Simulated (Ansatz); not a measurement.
## Ni (hcp)

Computed with Ansatz (plane waves, PAW, 420 eV cutoff): HSE06, scalar-relativistic, collinear spin, 10×10×6 k-mesh, Gaussian smearing of 0.05 eV; PAW files: Ansatz's generated set soft_2.

```xyz
2
Lattice="2.5895 0.0000 0.0000 -1.2948 2.2426 0.0000 0.0000 0.0000 4.0793" Properties=species:S:1:pos:R:3 pbc="T T T"
Ni    0.0000    1.4951    3.0595
Ni    1.2948    0.7475    1.0198
```

At room temperature and ambient pressure Ni is fcc.

Magnetic state: ferromagnetic, site spin moments Ni 1.02 μB.

The volume is at zero pressure for this level.

Path: Γ–M–K–Γ–A–L–H–A | L–M | H–K, with Γ = (0.000, 0.000, 0.000), M = (0.500, 0.000, 0.000), K = (0.333, 0.333, 0.000), A = (0.000, 0.000, 0.500), L = (0.500, 0.000, 0.500), H = (0.333, 0.333, 0.500) in reciprocal vectors of the calculation's cell.

**Question.** Is it a metal or an insulator, and if it has a gap, where are the band edges on this path?

**Answer.** A metal: bands cross the Fermi level.

Levels between -4 and 4 eV from the Fermi level at the path's named points:
```tsv
point	spin	below E_F (eV)	above E_F (eV)
Γ	up	-3.99 -3.99 -3.95 -3.95 -3.72 -3.72 -2.83 -2.83 -0.50	
Γ	down	-3.57 -3.10 -3.10 -2.59 -2.59 -2.28 -2.28 -1.89 -1.89 -0.24	1.34
M	up	-2.65 -2.38 -2.24 -0.16	2.08
M	down	-3.84 -3.45 -1.92 -1.72 -0.59 -0.48	0.25 3.32
K	up	-3.32 -3.32 -3.28 -2.77	3.66
K	down	-3.83 -3.83 -3.83 -3.72 -3.72 -1.86 -1.85	1.84 1.84
A	up	-3.05 -3.05 -3.05 -3.05	
A	down	-3.05 -3.05 -3.05 -3.05 -1.87 -1.87 -1.87 -1.87	0.37 0.37
L	up	-3.75 -3.75 -3.58 -3.58 -2.28 -2.28	1.02 1.02
L	down	-3.65 -3.65 -2.90 -2.90 -0.52 -0.52	0.67 0.67 2.49 2.49
H	up	-3.60 -3.60 -3.48 -3.48	
H	down	-3.10 -3.10 -2.20 -2.20	2.38 2.38
```

Open d and f shells can converge to several self-consistent states; this is the one that the run reached. For a metal under a hybrid functional this mesh is coarse. Site moments are of spin, integrated over atomic spheres. No antiparallel order was tried.
